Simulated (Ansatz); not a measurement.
Suppose MgS takes space group Pm-3n (No. 223), with Mg on 6d; S on 6c. A trial structure of MgS was built thus: 4-connected net, two elements alternating.

Method: DFT PBE, scalar-relativistic, plane waves, PAW (Ansatz). Cutoff 420 eV, Γ-centred mesh, Gaussian smearing, no spin polarisation.

Formation energies are uncorrected and refer to the elements' standard structures at the same level.

Question: Which cell and coordinates does it relax to?

Answer:

Space group Pm-3n (No. 223). a = 6.985 Å, b = 6.985 Å, c = 6.985 Å, α = 90.00°, β = 90.00°, γ = 90.00°
| atom | site | symmetry | x | y | z |
| --- | --- | --- | --- | --- | --- |
| Mg | 6d | -4m.2 | 0.5000 | 0.0000 | 0.7500 |
| S | 6c | -4m.2 | 0.0000 | 0.5000 | 0.7500 |

Around Mg lie 4 S at 2.47 Å; around S lie 4 Mg at 2.47 Å.

Question: And its energy and gap?

Answer: The energy over the elements is −1.363 eV/atom and the gap on the 4×4×4 mesh of the 12-atom cell is 3.05 eV. It lies below the elements, which doesn't yet make it stable against other compounds or structures.

The last run used Gaussian smearing of 0.02 eV. Kohn–Sham gaps at this level usually fall short of measured ones. The reference form of S is held partly by dispersion forces, which this level lacks. Symmetry constrained the relaxation, so the result can be a saddle point.
